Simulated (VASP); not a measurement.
# IrO2 (P4_2/mnm) in VASP: further runs

Runs on IrO2. Level: PBE. Tasks: single point, relaxation of cell and atoms, relaxation of shape and atoms at fixed volume.

The COD entry that gives the cell may itself be a prediction, so a difference from it is no test against experiment.

Program: VASP 6.6.1. These are calculated values, not measurements. Logs are shortened: lines on timing, memory, paths and dates and some standing lists are left out, and cuts for length are marked.

## 1. Starting point

Symmetry: P4_2/mnm, No. 136, tetragonal system. Conventional cell: a = 4.530 Å, b = 4.530 Å, c = 3.179 Å, α = 90.00°, β = 90.00°, γ = 90.00°. Ir (site symmetry mmm) has 6 O at 1.97 to 2.01 Å as nearest neighbours. Around O (site symmetry m2m) lie 3 Ir at 1.97 to 2.01 Å.

## 2. Single point, PBE

The input, INCAR:

```
PREC = Accurate
ENCUT = 520
EDIFF = 1E-6
ISMEAR = 0
SIGMA = 0.05
LREAL = F
LASPH = T
NELM = 80
ALGO = Normal
ISIF = 2
LWAVE = F
LCHARG = T
GGA = PE
LELF = T
LVHAR = T
NBANDS = 30
```

The input, KPOINTS:

```
regular mesh
0
Gamma
  6 6 10
```

The input, POSCAR:

```
IrO2
1.0
    4.5296984887      0.0000000000      0.0000000000
    0.0000000000      4.5296984887      0.0000000000
    0.0000000000      0.0000000000      3.1787485061
Ir O
2 4
Direct
    0.0000000000      0.0000000000      0.0000000000
    0.5000000000      0.5000000000      0.5000000000
    0.3082743421      0.3082743421      0.0000000000
    0.1917256579      0.8082743421      0.5000000000
    0.6917256579      0.6917256579      0.0000000000
    0.8082743421      0.1917256579      0.5000000000
```

Potentials or basis: VASP PAW PBE potentials, release 64 (Ir, O).

Command:

```
cat potpaw_PBE.64/Ir/POTCAR potpaw_PBE.64/O/POTCAR > POTCAR
mpirun -np 1 vasp_std > vasp.out
```

OUTCAR:

```text
PREC = Accurate
   ENCUT = 520
   EDIFF = 1E-6
   ISMEAR = 0
   LREAL = F
   LASPH = T
   NELM = 80
   ISIF = 2
   GGA = PE

 ion  position               nearest neighbor table
   1  0.000  0.000  0.000-   3 1.97   5 1.97   4 2.01   6 2.01   4 2.01   6 2.01
   2  0.500  0.500  0.500-   4 1.97   6 1.97   5 2.01   3 2.01   3 2.01   5 2.01
   3  0.308  0.308  0.000-   1 1.97   2 2.01   2 2.01
   4  0.192  0.808  0.500-   2 1.97   1 2.01   1 2.01
   5  0.692  0.692  0.000-   1 1.97   2 2.01   2 2.01
   6  0.808  0.192  0.500-   2 1.97   1 2.01   1 2.01

  LATTYP: Found a simple tetragonal cell.
 ALAT       =     4.5296984887
 C/A-ratio  =     0.7017571951

  Lattice vectors:

 A1 = (   4.5296984887,   0.0000000000,   0.0000000000)
 A2 = (   0.0000000000,   4.5296984887,   0.0000000000)
 A3 = (   0.0000000000,   0.0000000000,   3.1787485061)

Analysis of symmetry for initial positions (statically):
=====================================================================
 Subroutine PRICEL returns:
 Original cell was already a primitive cell.

 Routine SETGRP: Setting up the symmetry group for a
 simple tetragonal supercell.

 Subroutine GETGRP returns: Found 16 space group operations
 (whereof  8 operations were pure point group operations)
 out of a pool of 16 trial point group operations.

The static configuration has the point symmetry D_2h.
 The point group associated with its full space group is D_4h.

Analysis of symmetry for dynamics (positions and initial velocities):
=====================================================================
 Subroutine PRICEL returns:
 Original cell was already a primitive cell.

 Routine SETGRP: Setting up the symmetry group for a
 simple tetragonal supercell.

 Subroutine GETGRP returns: Found 16 space group operations
 (whereof  8 operations were pure point group operations)
 out of a pool of 16 trial point group operations.

The dynamic configuration has the point symmetry D_2h.
 The point group associated with its full space group is D_4h.

 Subroutine INISYM returns: Found 16 space group operations
 (whereof  8 operations are pure point group operations),
 and found     1 'primitive' translations

----------------------------------------------------------------------------------------

                                     Primitive cell

  volume of cell :      65.2221

  direct lattice vectors                    reciprocal lattice vectors
[... 100 lines left out ...]
   NFREE  =      0    steps in history (QN), initial steepest desc. (CG)
   ISIF   =      2    stress and relaxation
   ISYM   =      2    0-nonsym 1-usesym 2-fastsym
   POTIM  = 0.5000    time-step for ionic-motion
   TEBEG  =    0.0;   TEEND  =   0.0 temperature during run
   PSTRESS=    0.0 pullay stress
   NELECT =      42.0000    total number of electrons
   NUPDOWN=      -1.0000    fix difference up-down
   EMIN   =  10.00;   EMAX   =-10.00  energy-range for DOS
   EFERMI =   0.00;   METHOD = LEGACY
   ISMEAR =     0;   SIGMA  =   0.05  broadening in eV -4-tet -1-fermi 0-gaus
   EFERMI_NEDOS =   21; number of points for ismear=-14 and -15
   IALGO  =     38    algorithm
   IMIX   =      4    mixing-type and parameters
     AMIX     =   0.40;   BMIX     =  1.00
     AMIX_MAG =   1.60;   BMIX_MAG =  1.00
  volume/ion in A,a.u.               =      10.87        73.36
  Fermi-wavevector in a.u.,A,eV,Ry     =   1.413708  2.671520 27.192195  1.998570
  Thomas-Fermi vector in A             =   2.535326
   LORBIT       =      0    0 simple, 1 ext, 2 COOP (PROOUT), +10 PAW based schemes
   GGA     = PE    functional components
   LHFCALC =     F    Hartree Fock is set to
   AEXX    =    0.0000 exact exchange contribution
   IVDW    =     0    specifies the selected vdW correction
   LEPSILON=     F    determine dielectric tensor
   LRPA    =     F    only Hartree local field effects (RPA)
 non-spin polarized calculation
 Gauss-broadening in eV      SIGMA  =   0.05
  energy-cutoff  :      520.00
  volume of cell :       65.22
 maximum number of plane-waves:      1780
 NGX is ok and might be reduce to    36
   NGX = 17   NGY = 17   NGZ = 11

 number of electron      41.9999997 magnetization

 Free energy of the ion-electron system (eV)
  ---------------------------------------------------
  ext. energy  EPLUGINS =         0.00000000
  ---------------------------------------------------
  free energy    TOTEN  =       -42.26490360 eV

  energy without entropy =      -42.26052099  energy(sigma->0) =      -42.26271230

 E-fermi :   5.9067     XC(G=0): -11.8999

 val. band max:        5.8669569267   @ k =   0.3333   0.0000   0.3000
 cond. band min:       5.9080585300   @ k =   0.5000   0.1667   0.3000
 fundamental gap:      0.0411016033
 Fermi energy:         5.9067417585

 k-point     1 :       0.0000    0.0000    0.0000
  band No.  band energies     occupation
      1     -15.1116      2.00000
      2     -13.9390      2.00000
      3     -12.9243      2.00000
      4     -12.9243      2.00000
      5      -3.7162      2.00000
      6      -3.4676      2.00000
[... 781 lines left out ...]
     29      16.5988      0.00000
     30      16.5988      0.00000

 [... further k-points ...]

------------------------ aborting loop because EDIFF is reached ----------------------------------------

  FORCE on cell =-STRESS in cart. coord.  units (eV):
  Direction    XX          YY          ZZ          XY          YZ          ZX
  --------------------------------------------------------------------------------------
  -------------------------------------------------------------------------------------
  Total        0.8107320      0.8107320      1.1483036      0.0000000      0.0000000      0.0000000
  in kB       19.9155889     19.9155889     28.2080154      0.0000000      0.0000000      0.0000000
  external PRESSURE =      22.6797311 kB  Pullay stress =       0.0000000 kB

 VOLUME and BASIS-vectors are now :
 -----------------------------------------------------------------------------
  energy-cutoff  :      520.00
  volume of cell :       65.22
      direct lattice vectors                 reciprocal lattice vectors
     4.529698489  0.000000000  0.000000000     0.220765246  0.000000000  0.000000000
     0.000000000  4.529698489  0.000000000     0.000000000  0.220765246  0.000000000
     0.000000000  0.000000000  3.178748506     0.000000000  0.000000000  0.314589216

 POSITION                                       TOTAL-FORCE (eV/Angst)
 -----------------------------------------------------------------------------------
      0.00000      0.00000      0.00000         0.000000     -0.000000     -0.000000
      2.26485      2.26485      1.58937         0.000000     -0.000000     -0.000000
      1.39639      1.39639      0.00000        -0.003655     -0.003655      0.000000
      0.86846      3.66124      1.58937         0.003655     -0.003655     -0.000000
      3.13331      3.13331      0.00000         0.003655      0.003655     -0.000000
      3.66124      0.86846      1.58937        -0.003655      0.003655     -0.000000
 -----------------------------------------------------------------------------------
    total drift:                               -0.000000      0.000000     -0.000000

  FREE ENERGIE OF THE ION-ELECTRON SYSTEM (eV)
  ---------------------------------------------------
  free  energy   TOTEN  =       -42.2649036034 eV

  energy  without entropy=      -42.2605209948  energy(sigma->0) =      -42.26271230
```

Run time: 67 s. Hardware: 1 thread of Intel Xeon Platinum 8259CL at 2.50GHz (Skylake/Cascade Lake), shared host; peak memory 0.24 GiB.

What came out:

```yaml
Free_energy: -42.2649 eV
Pressure: 2.3 GPa
Largest_force: 0.005 eV/Å
Band_gap_on_the_k_mesh: none (metal or under the smearing width)
```

Forces in eV/Å, atoms in the order of the input:
```
Ir   0.000  0.000  0.000
Ir   0.000  0.000  0.000
O   -0.004 -0.004  0.000
O    0.004 -0.004  0.000
O    0.004  0.004  0.000
O   -0.004  0.004  0.000
```

Levels at points of the mesh, in eV from the Fermi level:
| k point | band 19 | band 20 | band 21 | band 22 | band 23 | band 24 |
| --- | --- | --- | --- | --- | --- | --- |
| (0.00, 0.00, 0.00) | -2.30 | -2.20 | -2.15 | 0.69 | 1.21 | 4.07 |
| (0.50, 0.00, 0.00) | -1.26 | -1.26 | -0.27 | -0.27 | 3.51 | 3.51 |
| (0.50, 0.50, 0.00) | -2.32 | -2.32 | 0.21 | 0.21 | 2.40 | 2.40 |
| (0.00, 0.00, 0.50) | -0.67 | -0.67 | 0.27 | 0.27 | 2.23 | 2.23 |
| (0.50, 0.00, 0.50) | -1.73 | -1.73 | 0.53 | 0.53 | 1.07 | 1.07 |
| (0.50, 0.50, 0.50) | -1.17 | -1.17 | -0.46 | -0.46 | 2.18 | 2.18 |

Spin-orbit coupling is left out, which matters for the levels of Ir.

(Part 1 of 3 ends here.)
